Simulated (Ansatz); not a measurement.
Wanted: the native input for an Ansatz 0.2.0 run.

- Task: single point
- Functional: PBE
- Potentials or basis: Ansatz PAW
- Cutoff: 420 eV (not typed: the program's choice for these potentials)
- k mesh: 8 × 8 × 8
- Occupations: gaussian, width 0.021 eV
- Spin: no spin polarisation

Crystal: Si.

```
Si
1.0
     0.00000    2.72185    2.72185
     2.72185    0.00000    2.72185
     2.72185    2.72185    0.00000
Si
2
Cartesian
  2.7219 2.7219 2.7219
  4.0828 4.0828 4.0828
```

One way to write it, as run:

input.yaml

```yaml
crystal:
  lattice:
    - [0.0, 2.7218511865, 2.7218511865]
    - [2.7218511865, 0.0, 2.7218511865]
    - [2.7218511865, 2.7218511865, 0.0]
  atoms:
    - { symbol: Si, position: [0.5, 0.5, 0.5] }
    - { symbol: Si, position: [0.75, 0.75, 0.75] }
hamiltonian:
  xc: pbe
  pseudopotentials: { kind: paw }
kpoints:
  mp_grid: { grid: [8, 8, 8] }
scf:
  occupations: { method: gaussian, width: 0.021 }
output:
  forces: true
  stress: true
  eigenvalues: true
```

Potentials or basis: Ansatz PAW.

Launch:

```console
$ ansatz run input.yaml --threads 2 --pin off --max-ram 5632MiB --backend cpu --events-out ev --progress --plain --runs-dir out
```

It gave:

```
Pressure               : 1.3 GPa
Band gap on the k mesh : 0.63 eV, indirect (least direct gap 2.56 eV)
```

Wall time 0.69 s on 2 threads of Intel(R) Xeon(R) Processor @ 2.70GHz, with other jobs on the host, peak memory 0.3 GiB.
